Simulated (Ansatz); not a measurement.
This log comes from Ansatz, run on HfO2 (started from an entry of an open crystallographic database). Cell and atoms come from a relaxation with r2SCAN.

The cell given to it:
```cif
data_structure
_symmetry_space_group_name_H-M 'P 1'
_symmetry_Int_Tables_number 1
_cell_length_a 3.5768
_cell_length_b 3.5768
_cell_length_c 3.5768
_cell_angle_alpha 60.000
_cell_angle_beta 60.000
_cell_angle_gamma 60.000
_cell_volume 32.36
loop_
_atom_site_label
_atom_site_type_symbol
_atom_site_fract_x
_atom_site_fract_y
_atom_site_fract_z
_atom_site_occupancy
Hf1 Hf 0.00000 0.00000 0.00000 1
O1 O 0.25000 0.25000 0.25000 1
O2 O 0.75000 0.75000 0.75000 1
```

What the program printed (shortened):
```
scf.n_extra_bands = 4 over 19 filled bands (N_el = 38.0): the run solves 23 bands
Crystal: 3 atoms, lattice volume = 32.357 Å³
Basis set: ecut = 500 eV, 869 PW (Γ)
Symmetry: 48 space group operations
Space group: Fm-3m (ITA 225)
k-points: 16 of 216
preconditioner: auto → none  [insulator: Δε(μ)=5.245 eV  ℏωp=39.2 eV]
hybrid outer 1: dexx = +1.071e-3 eV, tail = 1.83e-5 eV
hybrid outer 2: dexx = +3.235e-8 eV, tail = 9.43e-9 eV, Δε = 7.15e-4 eV
Free energy (F): -16874.148850 eV
Fermi energy:    15.320821 eV
--- Forces (eV/Å), atoms counted from 1 ---
  atom   1  Hf      0.00000      0.00000      0.00000
  atom   2  O       0.00000      0.00000      0.00000
  atom   3  O       0.00000      0.00000      0.00000
--- Stress (GPa, compression-positive) ---
       -1.394159       0.000000       0.000000
        0.000000      -1.394159       0.000000
        0.000000       0.000000      -1.394159
  P = ⅓ Tr σ = -1.3942 GPa (-13.942 kbar)
--- Band table (eV; the first three rows and the last of 16) ---
  k-point 0: bands = […, 9.6296, 9.6296, 9.6296, 14.6532, 14.6532, 14.6532, 20.6391, 20.6391, 22.6179, 27.4938]
  k-point 1: bands = […, 9.9089, 9.9089, 10.3910, 13.8934, 14.1969, 14.1969, 21.0856, 21.0856, 23.5440, 26.3724]
  k-point 2: bands = […, 10.4775, 10.4775, 11.7997, 12.6559, 13.5514, 13.5514, 21.4567, 21.4567, 23.6124, 26.4701]
  k-point 15: bands = […, 9.1451, 10.6711, 12.0730, 13.0949, 13.7771, 15.1533, 21.1768, 22.1784, 23.6836, 24.3558]
```

Levels at the listed points, from bands.tsv (eV from the Fermi energy, bands near the gap, counted from 0):
```tsv
# k_distance	band_14	band_15	band_16	band_17	band_18	band_19	band_20	band_21	band_22
# fermi_ev = 15.320821
# [0, 0, 0] at k_distance = 0.000000
# [0.5, 0, 0.5] at k_distance = 1.242138
# [0.625, 0.25, 0.625] at k_distance = 1.681300
# [0.375, 0.375, 0.75] at k_distance = 2.441951
# [0.5, 0.5, 0.5] at k_distance = 3.202601
# [0.5, 0.25, 0.75] at k_distance = 4.080925
# [0, 0.5, 0.5] at k_distance = 5.469678
# levels_relative_to = fermi_ev
0.000	-5.691	-5.691	-0.668	-0.668	-0.668	5.318	5.318	7.297	12.173
1.242	-3.711	-3.711	-1.658	-1.658	0.000	5.175	7.029	8.190	9.731
1.681	-4.268	-3.571	-2.395	-1.438	-0.361	5.703	6.935	8.475	9.097
2.442	-4.268	-3.571	-2.395	-1.438	-0.361	5.703	6.935	8.475	9.097
3.203	-4.572	-3.229	-2.897	-1.968	-1.968	6.052	6.052	8.542	10.431
4.081	-5.351	-2.754	-2.754	-1.500	-0.229	6.208	6.665	8.627	8.627
5.470	-3.711	-3.711	-1.658	-1.658	0.000	5.175	7.029	8.190	9.731
```
In order the rows are Γ, X, U, K, L, W, X.

**Question.** What input produced it? Give the YAML.

**Answer.**
```yaml
crystal:
  # lattice and atoms as above
kpoints:
  mp_grid: { grid: [6, 6, 6] }
  band_path:
    path:
      - [0.0, 0.0, 0.0]
      - [0.5, 0.0, 0.5]
      - [0.625, 0.25, 0.625]
      - [0.375, 0.375, 0.75]
      - [0.5, 0.5, 0.5]
      - [0.5, 0.25, 0.75]
      - [0.0, 0.5, 0.5]
    npoints: 1
hamiltonian:
  xc: r2scanh
scf:
  occupations: { method: fixed }
  n_extra_bands: 4
output:
  forces: true
  stress: true
  eigenvalues: true
```
The exchange loop shows exact exchange. The cutoff of 500 eV is the one that these potentials recommend for a meta-GGA. A single point prints forces and stress when the output block asks for them. Close relatives of this functional can't be ruled out from these lines alone. Keys that aren't typed take their defaults; thresholds and the kind of smearing can't be read off these lines.

Run as `ansatz run input.yaml --threads 2 --pin off --max-ram 2211MiB --backend cpu --events-out ev --progress --plain --runs-dir out`. It took 2.5 min on 2 threads of Arm Neoverse N1 (shared host); peak host memory 1.4 GiB.

Calculated for a static, non-magnetic cell.

No spin-orbit coupling is included; it can move band edges with weight on the heavy atoms by tenths of an eV.

The program warns that its thresholds are loose for a hybrid's stress.

The meshes of the hybrids are coarse, so their gaps aren't converged to the digits shown.
